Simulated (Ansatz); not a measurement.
# SiO2 (P3_121): the host for defect calculations

Before any defect goes in: SiO2 (P3_121) at rest, and how it screens a charge.

Method: plane-wave PAW DFT, r2SCAN; relaxation of the host's cell and atoms; PAW set soft_1, in the first sound run; inputs show where later runs differ, in Ansatz 0.2.0.

## 1. The starting structure

Symmetry: P3_121, No. 152, trigonal system. The conventional cell has a = 4.915 Å, b = 4.915 Å, c = 5.431 Å, α = 90.00°, β = 90.00°, γ = 120.00°. Nearest to Si lie 4 O at 1.61 to 1.62 Å. Nearest to O lie 2 Si at 1.61 to 1.62 Å. Farther neighbours and most contacts between anions are not listed.

## 2. Host cell relaxation

Lattice and positions are set free, within the symmetry that the program keeps.

Input file cell/input.yaml:

```yaml
crystal:
  lattice:
    - [4.9149662, 0.0, 0.0]
    - [-2.4574831, 4.2564856, 0.0]
    - [0.0, 0.0, 5.4313011]
  atoms:
    - { symbol: Si, position: [0.53108859, 0.53108859, 0.0] }
    - { symbol: Si, position: [0.0, 0.46891141, 0.66666667] }
    - { symbol: Si, position: [0.46891141, 0.0, 0.33333333] }
    - { symbol: O, position: [0.26922311, 0.41339429, 0.78489098] }
    - { symbol: O, position: [0.58660571, 0.85582882, 0.11822431] }
    - { symbol: O, position: [0.14417118, 0.73077689, 0.45155765] }
    - { symbol: O, position: [0.41339429, 0.26922311, 0.21510902] }
    - { symbol: O, position: [0.73077689, 0.14417118, 0.54844235] }
    - { symbol: O, position: [0.85582882, 0.58660571, 0.88177569] }
basis:
  ecutwfc: 500
  xc_grid: 2
hamiltonian:
  xc: r2scan
  pseudopotentials: { kind: paw, azcp: { folder: soft_1 } }
kpoints:
  mp_grid: { grid: [7, 7, 5] }
scf:
  occupations: { method: fixed }
  max_iter: 100
relax:
  f_tol: 0.005
  max_steps: 60
  cell: {}
output:
  forces: true
  stress: true
checkpoint:
  write: "../cell.run"
  compress: false
  write_wavefunctions: false
  write_every: 100000
```

Launch:

```
$ ansatz run input.yaml --threads 8 --pin off --max-ram 22609MiB --backend cpu --events-out ev --progress --plain --runs-dir out
```

Numbers of over 12 decimals in the logs are rounded to 6 here.

Log:

```text
[... repeated set-up lines and file paths are left out, and long positions are rounded to six places ...]
Engine: ansatz 0.2.0, aarch64-unknown-linux-gnu
Pseudopotentials: kind: paw
Pseudopotential: Si, paw, valence charge 4, recommended cutoff 500 eV (meta_gga), soft_1/Si.paw.azcp
Pseudopotential: O, paw, valence charge 6, recommended cutoff 500 eV (meta_gga), soft_1/O.paw.azcp
Functional definition: r2SCAN
  parameter k0 = 0.174
  parameter k1 = 0.065
  parameter a1 = 4.9479
  exchange = r2scan_x(k0 = k0, k1 = k1, a1 = a1)
  correlation = r2scan_c
Crystal: 9 atoms, lattice volume = 113.625 Å³
Basis set: ecut = 500 eV, 2869 PW (Γ), exchange–correlation on 72×72×80 points (8 copies of the dense FFT grid, shifted against one another)
Bands: 33, of which v1, the nominal top of the filled ones, is band 24 counted from 1 (23 counted from 0)
Symmetry: 6 space group operations
Space group: P3121 (ITA 152), of the structure as read, at distance tolerance 4.8e-5 Å
k-points: 32 of 245 (time reversal used)
Non-local potential: Si, projectors of the file, l = 0: 2, l = 1: 2, l = 2: 1
Non-local potential: O, projectors of the file, l = 0: 2, l = 1: 2, l = 2: 1
PAW form: soft (Blöchl's): semilocal exchange-correlation on the pseudo side does not see the compensation charge
PAW frozen core: Si, regenerated for the run's functional (the file was generated under x = pbe(κ = 0.804, μ = 0.219515), c = pbe(β = 0.066725))
PAW frozen core: O, regenerated for the run's functional (the file was generated under x = pbe(κ = 0.804, μ = 0.219515), c = pbe(β = 0.066725))
PAW one-centre angular grid: Si, 302 points (default); XC on 160 Gauss nodes
PAW one-centre angular grid: O, 302 points (default); XC on 160 Gauss nodes
Initial density: superposition of atomic densities (chi_scale 0.1, normalization cell, long waves kept (reshape's long-wave potential 0.01 eV rms))
Initial wavefunctions: pseudopotential atomic-orbital guess
Functional: x = r2scan, c = r2scan; τ floored in thin density (d = 2e-4 eV/Å³)
SCF iter   1: F=—  HF=-5343.927866 eV  |F-HF|=—  |Δ(HF+E_count)|=         —  Δρ=1.31e-1  dr2=1.77e1  dr2_τ=2.05e0  ethr=3.10e-3  ⟨swp⟩=4.9  Hψ=4572  notcnv=0  defer=183
preconditioner: auto → Resta (q_TF=auto, 2.363 Å⁻¹)  ε∞=2.6  [insulator: Δε(μ)=7.823 eV  Ē_g=19.279 eV  n_scr=22 (ndim 8)  ℏωp=24.1 eV  f_vac=0.003  ε∞_Penn≈2.6]
SCF iter   2: F=—  HF=-5339.845741 eV  |F-HF|=—  |Δ(HF+E_count)|=    4.08e0  Δρ=4.41e-2  dr2=1.05e0  dr2_τ=3.68e-1  ethr=3.10e-3  ⟨swp⟩=3.3  Hψ=2572  notcnv=0  defer=185
SCF iter   3: F=—  HF=-5340.237868 eV  |F-HF|=—  |Δ(HF+E_count)|=   3.92e-1  Δρ=2.18e-2  dr2=2.93e-1  dr2_τ=2.14e-2  ethr=2.19e-3  ⟨swp⟩=2.1  Hψ=1065  notcnv=0  defer=176
automatic band count: iteration 3 solves 32 bands in place of 33: the levels show a gap, and the empty bands left out lie too high to hold charge; the band table lists the bands solved (type scf.n_extra_bands for more)
SCF iter   4: F=—  HF=-5340.298458 eV  |F-HF|=—  |Δ(HF+E_count)|=   6.06e-2  Δρ=1.76e-3  dr2=2.01e-3  dr2_τ=2.93e-4  ethr=6.11e-4  ⟨swp⟩=4.0  Hψ=1862  notcnv=0  defer=191
SCF iter   5: F=—  HF=-5340.299863 eV  |F-HF|=—  |Δ(HF+E_count)|=   1.41e-3  Δρ=2.46e-4  dr2=8.28e-5  dr2_τ=9.84e-6  ethr=4.20e-6  ⟨swp⟩=2.7  Hψ=1650  notcnv=0  defer=191
SCF iter   6: F=—  HF=-5340.299922 eV  |F-HF|=—  |Δ(HF+E_count)|=   5.89e-5  Δρ=7.40e-5  dr2=4.79e-6  dr2_τ=5.84e-7  ethr=1.72e-7  ⟨swp⟩=2.3  Hψ=1728  notcnv=0  defer=191
SCF iter   7: F=-5340.299924 eV  HF=-5340.299924 eV  |F-HF|=4.17e-8  |Δ(HF+E_count)|=   2.44e-6  Δρ=7.72e-6  dr2=7.77e-8  dr2_τ=5.90e-9  ethr=2.08e-10  ⟨swp⟩=4.3  Hψ=4935  notcnv=0
SCF 1 converged in 7 iterations: F = -5340.299924 eV  dr2 = 7.77e-8
  greatest PAW one-centre occupation: 0.868 electrons in one spin orbital (limit 2), on the O atom at site 6 (counted from 0), in its partial waves of l = 0
relax step   1: F+E_penalty+E_count = -5340.29992437 eV  Δ(F+E_penalty+E_count) = +0.000e0 eV  max|allowed force component| = 1.631e-2 eV/Å  Δτ_max = 0.0000 Å  P = +0.058 GPa  Ω = 113.625 Å³  (7 SCF iters, dr2 threshold 1.00e-7 eV, accepted)
[... the SCF cycles and remarks between the steps are left out from here to the last step ...]
relax step   2: F+E_penalty+E_count = -5340.30012170 eV  Δ(F+E_penalty+E_count) = -1.973e-4 eV  max|allowed force component| = 1.263e-2 eV/Å  Δτ_max = 0.0006 Å  P = +0.037 GPa  Ω = 113.630 Å³  energy of the carried Pulay correction = -2.998e-6 eV  (4 SCF iters, dr2 threshold 6.68e-8 eV, accepted)
relax step   3: F+E_penalty+E_count = -5340.30034137 eV  Δ(F+E_penalty+E_count) = -2.197e-4 eV  max|allowed force component| = 2.554e-3 eV/Å  Δτ_max = 0.0014 Å  P = +0.007 GPa  Ω = 113.600 Å³  energy of the carried Pulay correction = +1.801e-5 eV  (5 SCF iters, dr2 threshold 3.09e-8 eV, accepted)
Initial wavefunctions: pseudopotential atomic-orbital guess (no wavefunctions were taken with the density)
iter 1 solved again at ethr=1.49e-7 eV; its pass at ethr=3.10e-3 eV (dr2=7.16e-5 eV) is discarded
SCF iter   1: F=—  HF=-5340.300312 eV  |F-HF|=—  |Δ(HF+E_count)|=         —  Δρ=2.15e-5  dr2=3.92e-8  dr2_τ=5.35e-8  ethr=1.49e-7  ⟨swp⟩=3.9  Hψ=7838  notcnv=0  defer=223
SCF iter   2: F=—  HF=-5340.300314 eV  |F-HF|=—  |Δ(HF+E_count)|=   2.19e-6  Δρ=1.06e-5  dr2=6.46e-9  dr2_τ=5.76e-8  ethr=8.17e-11  ⟨swp⟩=3.0  Hψ=2293  notcnv=0  defer=223
SCF iter   3: F=—  HF=-5340.300314 eV  |F-HF|=—  |Δ(HF+E_count)|=   2.52e-7  Δρ=3.83e-6  dr2=1.02e-9  dr2_τ=7.25e-9  ethr=1.35e-11  ⟨swp⟩=2.1  Hψ=1563  notcnv=0  defer=223
SCF iter   4: F=-5340.300314 eV  HF=-5340.300314 eV  |F-HF|=6.37e-11  |Δ(HF+E_count)|=   3.64e-8  Δρ=1.99e-7  dr2=3.17e-11  dr2_τ=1.28e-11  ethr=1.00e-12  ⟨swp⟩=3.6  Hψ=4427  notcnv=0
SCF 4 converged in 4 iterations: F = -5340.300314 eV  dr2 = 3.17e-11
relax step   4: F+E_penalty+E_count = -5340.30031409 eV  Δ(F+E_penalty+E_count) = +2.728e-5 eV  max|allowed force component| = 2.567e-3 eV/Å  Δτ_max = 0.0000 Å  P = +0.007 GPa  Ω = 113.600 Å³  stress off target by 1.43e-2 GPa  SCF on the basis re-selected at this cell (its energy is not comparable with the rows above)  (4 SCF iters)
basis re-selected at this cell: Δ(F+E_penalty+E_count) = +2.728e-5 eV, ΔP = +0.000 GPa vs the last step (what re-selecting the basis moved, of the pressure what is left beyond the Pulay correction that the steps carried, after the strain that the cell walked [...]
SCF converged after 4 iterations
Free energy (F): -5340.300314 eV
Harris-Foulkes:  -5340.300314 eV  (|F-HF|=6.37e-11)
Internal energy: -5340.300314 eV  (E = F + TS)
E sigma→0 (E₀):  -5340.300314 eV
Fermi energy:    2.002561 eV
--- Per-component energies (eV) ---
  E_band       = -243.266415
  E_kinetic    = 1175.341732
  E_local      = -2933.055276  (includes V_loc(G=0)·N_el)
  E_nonlocal   = 373.925185
  E_hartree    = 1076.899483
  E_xc         = -590.261771
  E_vxc        = -777.985933  (∫ρ·V_xc dr)
  E_paw        = -2550.673360  (= ΣΔE_a)
  E_vpaw       = -283.961503  (= ΣTr[D̂ρ^β])
  E_aug_tail   = 0.001724  (compensation charges beyond the density's cutoff)
  E_vtau       = 48.668742  (kinetic-family band-sum trace: ∫τ·v_τ [+ j·A + Jᵃ·Aᵃ] dr)
  E_ewald      = -1892.057084
  E_core_change = -0.420946  (= ΣΔE_core)
  E_smearing   = -0.000000  (= −TS)
  E_closure    = -0.000000  (closes the sum)
  Σ components = -5340.300314   (vs F -5340.300314, Δ=0.00e0)
--- Forces (eV/Å), atoms counted from 1 ---
  atom   1  Si     0.00015344     0.00026577    -0.00000000
  atom   2  Si     0.00015344    -0.00026577     0.00000000
  atom   3  Si    -0.00030689    -0.00000000     0.00000000
  atom   4  O     -0.00033301    -0.00256735    -0.00175789
  atom   5  O      0.00238989     0.00099528    -0.00175789
  atom   6  O     -0.00205689     0.00157207    -0.00175789
  atom   7  O     -0.00205689    -0.00157207     0.00175789
  atom   8  O      0.00238989    -0.00099528     0.00175789
  atom   9  O     -0.00033301     0.00256735     0.00175789
  max |Σ_I F_I| component: 6.02e-17 eV/Å
--- Stress (GPa, compression-positive) ---
        0.003444       0.000000      -0.000000
        0.000000       0.003444       0.000000
       -0.000000       0.000000       0.014338
  P = ⅓ Tr σ = 0.0071 GPa (0.071 kbar)
--- Relaxed structure (3 steps of the walk, 3 accepted, 1 SCFs on fresh bases) ---
  F+E_penalty+E_count = -5340.30031409 eV   max|allowed force component| = 2.567e-3 eV/Å   (the final SCF, on the basis selected at the relaxed cell)
  cell:  # Å, volume = 113.5996 Å³
    - [4.921102, 0, -5.3488269983078565e-19]
    - [-2.460551, 4.261799, 2.6744134991539282e-19]
    - [-5.910740529298038e-19, 0, 5.416535]
  atoms:
    - { symbol: Si, position: [0.531029, 0.531029, 0] }
    - { symbol: Si, position: [-2.7675502216775916e-17, 0.468971, 0.666667] }
    - { symbol: Si, position: [0.468971, 0, 0.333333] }
    - { symbol: O, position: [0.269038, 0.413213, 0.784584] }
    - { symbol: O, position: [0.586787, 0.855825, 0.117918] }
    - { symbol: O, position: [0.144175, 0.730962, 0.451251] }
    - { symbol: O, position: [0.413213, 0.269038, 0.215416] }
    - { symbol: O, position: [0.730962, 0.144175, 0.548749] }
    - { symbol: O, position: [0.855825, 0.586787, 0.882082] }
```

Wall time 10 s (8 threads of Arm Neoverse V2, shared host); peak memory 0.58 GiB; 75 s of CPU time.

Step by step:

```
step  energy less that of the first step (eV)  largest force component (eV/Å)  pressure (GPa)  volume (Å³)
   1                                   0.0000                          0.0163            0.06       113.63
   2                                  -0.0002                          0.0126            0.04       113.63
   3                                  -0.0004                          0.0026            0.01       113.60
  4*                                  -0.0004                          0.0026            0.01       113.60
```

Relaxation steps marked * repeat the geometry before them on a plane-wave basis chosen anew for their cell, so energy and pressure can jump there.

Forces are held to the 6 operations that the run works with; a distortion that breaks them can't arise in this run.

```
conventional cell, symmetrised  before  after  change
                         a (Å)   4.915  4.921  +0.1 %
                         b (Å)   4.915  4.921  +0.1 %
                         c (Å)   5.431  5.417  -0.3 %
              volume (Å³/atom)   12.63  12.62  -0.0 %
```

This step gave:

| Property | Result |
| --- | --- |
| pressure | 0.007076 GPa |

## 3. Dielectric tensors of the host

The response to a uniform electric field gives the electronic dielectric tensor.

This step: plane-wave PAW DFPT, PBEsol; dielectric tensors, Born charges and zone-centre modes of the host; PAW set soft_1 (Ansatz 0.2.0).

Input file eps/input.yaml:

```yaml
crystal:
  lattice:
    - [4.9211020672, 0.0, 0.0]
    - [-2.4605510336, 4.2617994048, 0.0]
    - [0.0, 0.0, 5.4165347629]
  atoms:
    - { symbol: Si, position: [0.5310287163, 0.5310287163, 0.0] }
    - { symbol: Si, position: [0.0, 0.4689712837, 0.6666666667] }
    - { symbol: Si, position: [0.4689712837, 0.0, 0.3333333333] }
    - { symbol: O, position: [0.2690380509, 0.413212997, 0.7845842363] }
    - { symbol: O, position: [0.586787003, 0.8558250538, 0.1179175696] }
    - { symbol: O, position: [0.1441749462, 0.7309619491, 0.4512509029] }
    - { symbol: O, position: [0.413212997, 0.2690380509, 0.2154157637] }
    - { symbol: O, position: [0.7309619491, 0.1441749462, 0.5487490971] }
    - { symbol: O, position: [0.8558250538, 0.586787003, 0.8820824304] }
basis:
  ecutwfc: 420
hamiltonian:
  xc: pbesol
  pseudopotentials: { kind: paw, azcp: { folder: soft_1 }, xc_functional: pbe }
kpoints:
  mp_grid: { grid: [6, 6, 5] }
scf:
  occupations: { method: fixed }
  max_iter: 100
phonons:
  method: dfpt
  dielectric: true
  rigid_motions: translations
```

Log:

```text
[...]
Crystal: 9 atoms, lattice volume = 113.600 Å³
Basis set: ecut = 420 eV, 2209 PW (Γ), exchange–correlation on 72×72×96 points (8 copies of the dense FFT grid, shifted against one another)
Bands: 33, of which v1, the nominal top of the filled ones, is band 24 counted from 1 (23 counted from 0)
Symmetry: 6 space group operations
k-points: 92 of 180 (irreducible under 1 space group operation, time reversal used)
[...]
SCF iter   1: F=—  HF=-5244.294558 eV  |F-HF|=—  |Δ(HF+E_count)|=         —  Δρ=1.24e-1  dr2=1.58e1  ethr=3.10e-3  ⟨swp⟩=5.0  Hψ=13148  notcnv=0  defer=552
[...]
SCF iter  10: F=-5239.863314 eV  HF=-5239.863314 eV  |F-HF|=7.28e-12  |Δ(HF+E_count)|=  2.06e-10  Δρ=6.00e-8  dr2=4.63e-12  ethr=1.00e-12  ⟨swp⟩=18.2  Hψ=23932  notcnv=0
SCF 1 converged in 10 iterations: F = -5239.863314 eV  dr2 = 4.63e-12
[...]
NSCF: frozen V_eff on 5 k-points
DFPT response loops at Γ: preconditioner auto → none (the input reference at scf.mixing.eps_inf says where Resta's filter doesn't serve); β = 0.50; Broyden in place of MSR1
SCF converged after 10 iterations
Free energy (F): -5239.863314 eV
[...]
Internal energy: -5239.863314 eV  (E = F + TS)
E sigma→0 (E₀):  -5239.863314 eV
Fermi energy:    2.386299 eV
[...]
--- Band table (eV; the first three rows and the last of 92) ---
[...]
[... further k-points left out ...]
--- Phonons (Γ-DFPT): 5 representative perturbations + reference, on 92 of 180 k-points (Σ response iterations 20) ---
  k mesh reduced under 1 symmetry operation, with k and −k counted as one. Each operation leaves every solved perturbation unchanged. A smaller set is not considered because the run solves the response to a homogeneous field
  ASR residual: 1.325e-5 → 0.000e0 eV/Å²; symmetrization residual: 2.473e-5 eV/Å²
  ASR residual per site (eV/Å²): 1.20e-5 1.20e-5 1.32e-5 9.38e-6 9.16e-6 1.12e-5 1.12e-5 9.16e-6 9.38e-6
  Γ frequencies (cm⁻¹): 0.00 0.00 0.00 103.97 103.97 196.07 242.72 242.72 332.13 336.48 369.71 369.71 420.23 420.23 443.56 465.45 686.33 686.33 769.55 787.81 787.81 1070.97 1070.97 1079.37 1086.33 1157.37 1157.37
  ε∞ (high-frequency dielectric tensor):
        2.485889    -0.000000     0.000000
       -0.000000     2.485889     0.000000
        0.000000     0.000000     2.518777
  ε⁰ (static dielectric tensor: ions relaxed, cell fixed):
        4.638122     0.000000     0.000000
        0.000000     4.638122     0.000000
        0.000000     0.000000     4.864353
  ε⁰ − ε∞ (ionic part):
        2.152234     0.000000     0.000000
        0.000000     2.152234     0.000000
        0.000000     0.000000     2.345576
  softest optical mode at Γ: 103.97 cm⁻¹; the repairs (sum rule, projections) moved no ω² at Γ by more than (3.43 cm⁻¹)²
  Born effective charges Z* (e; rows j = field, columns β = displacement):
    site 0:
         3.49994   -0.29259    0.26687
        -0.29259    3.16208   -0.15408
        -0.23073    0.13321    3.45282
    site 1:
         3.49994    0.29259   -0.26687
         0.29259    3.16208   -0.15408
         0.23073    0.13321    3.45282
    site 2:
         2.99316   -0.00000    0.00000
         0.00000    3.66886    0.30816
         0.00000   -0.26642    3.45282
    site 3:
        -2.27806   -0.08530   -0.80716
        -0.03162   -1.05295   -0.06864
        -0.81114   -0.14234   -1.72641
    site 4:
        -1.40986    0.53287    0.46302
         0.58656   -1.92115   -0.66470
         0.52884   -0.63130   -1.72641
    site 5:
        -1.30860   -0.52810    0.34414
        -0.47441   -2.02241    0.73334
         0.28230    0.77364   -1.72641
    site 6:
        -1.30860    0.52810   -0.34414
         0.47441   -2.02241    0.73334
        -0.28230    0.77364   -1.72641
    site 7:
        -1.40986   -0.53287   -0.46302
        -0.58656   -1.92115   -0.66470
        -0.52884   -0.63130   -1.72641
    site 8:
        -2.27806    0.08530    0.80716
         0.03162   -1.05295   -0.06864
         0.81114   -0.14234   -1.72641
  Z* charge neutrality: 1.896e-5 e pre-enforcement
  k-mesh period / interband length: 27.1 Å / 0.98 Å = 27.71 at k = (0.0000, 0.0000, 0.0000), direct gap 6.138 eV — 14 or more, which is no proof of convergence
  optical modes at Γ without the LO–TO term, one row a degenerate level:
      ω (cm⁻¹)  modes    IR ((D/Å)²/amu)
        103.97      2             0.0008
        196.07      1             0.0000
        242.72      2             0.4228
        332.13      1             0.0000
[...]
optical modes at Γ + LO–TO along q̂ = [1.0000, 0.0000, 0.0000]:
      ω (cm⁻¹)  modes    IR ((D/Å)²/amu)
[...]
optical modes at Γ + LO–TO along q̂ = [0.0000, 1.0000, 0.0000]:
      ω (cm⁻¹)  modes    IR ((D/Å)²/amu)
[...]
optical modes at Γ + LO–TO along q̂ = [0.0000, 0.0000, 1.0000]:
      ω (cm⁻¹)  modes    IR ((D/Å)²/amu)
[...]
360.62      1             1.0042
        369.71      2             6.4431
        420.23      2            15.3406
        443.56      1             0.0000
        517.24      1             5.1114
        686.33      2             1.3670
        782.78      1             1.9634
        787.81      2             6.6565
       1070.97      2            84.2014
       1086.33      1             0.0000
       1157.37      2             1.2945
       1238.16      1            53.1317
```

It took 56 s on 8 threads; peak memory 1.6 GiB.

Electronic dielectric tensor:

```
2.49 0.00 0.00
0.00 2.49 0.00
0.00 0.00 2.52
```

Static dielectric tensor:

```
4.64 0.00 0.00
0.00 4.64 0.00
0.00 0.00 4.86
```

The principal values of the electronic dielectric tensor are 2.49, 2.49 and 2.52. The principal values of the static dielectric tensor are 4.64, 4.64 and 4.86.

## 4. Primitive cell on a dense mesh

A dense mesh gives the host's converged energy, against which the supercell's sampling is tested.

This step: plane-wave PAW DFT, r2SCAN; single point of the host's primitive cell on a dense mesh; PAW set soft_1 (Ansatz 0.2.0).

dense/input.yaml, as its differences from eps/input.yaml of step 3:

```diff
@@ -16,14 +16,11 @@
 basis:
-  ecutwfc: 420
+  ecutwfc: 500
+  xc_grid: 2
 hamiltonian:
-  xc: pbesol
-  pseudopotentials: { kind: paw, azcp: { folder: soft_1 }, xc_functional: pbe }
+  xc: r2scan
+  pseudopotentials: { kind: paw, azcp: { folder: soft_1 } }
 kpoints:
-  mp_grid: { grid: [6, 6, 5] }
+  mp_grid: { grid: [7, 7, 5] }
 scf:
-  occupations: { method: fixed }
-  max_iter: 100
-phonons:
-  method: dfpt
-  dielectric: true
-  rigid_motions: translations
+  occupations: { method: fermi_dirac, width: 0.01 }
+  max_iter: 80
```

Log:

```text
[...]
Crystal: 9 atoms, lattice volume = 113.600 Å³
Basis set: ecut = 500 eV, 2869 PW (Γ), exchange–correlation on 72×72×80 points (8 copies of the dense FFT grid, shifted against one another)
Bands: 33, of which v1, the nominal top of the filled ones, is band 24 counted from 1 (23 counted from 0)
Symmetry: 6 space group operations
[...]
k-points: 32 of 245 (time reversal used)
[...]
SCF iter   1: F=—  HF=-5343.922930 eV  |F-HF|=—  |Δ(HF+E_count)|=         —  Δρ=1.31e-1  dr2=1.77e1  dr2_τ=2.05e0  ethr=3.10e-3  ⟨swp⟩=7.2  Hψ=5544  notcnv=0
[...]
SCF iter   7: F=-5340.300314 eV  HF=-5340.300314 eV  |F-HF|=4.27e-8  |Δ(HF+E_count)|=   2.70e-6  Δρ=6.74e-6  dr2=5.25e-8  dr2_τ=4.70e-9  ethr=2.37e-10  ⟨swp⟩=3.4  Hψ=2708  notcnv=0
SCF 1 converged in 7 iterations: F = -5340.300314 eV  dr2 = 5.25e-8
[...]
SCF converged after 7 iterations
Free energy (F): -5340.300314 eV
[...]
Internal energy: -5340.300314 eV  (E = F + TS)
E sigma→0 (E₀):  -5340.300314 eV
Fermi energy:    5.317769 eV
[...]
```

It took 3.1 s on 8 threads; peak memory 0.54 GiB.

(Part 1 of 3 ends here.)

[Logs are printed without paths, hosts, clocks, repeated set-up lines and the standing remarks that a program may print on its own settings, such as how far it seeks lower states.]

[Hosts, paths, dates, database ids (printed as entryN), source tags and the programs' standing remarks are cut or masked in the printed files.]

[Runs of the host that timed out are not shown.]

[For some hosts the program warned that the k-mesh of the response run may be too coarse for force constants and the static dielectric constant; such warnings are not always shown.]
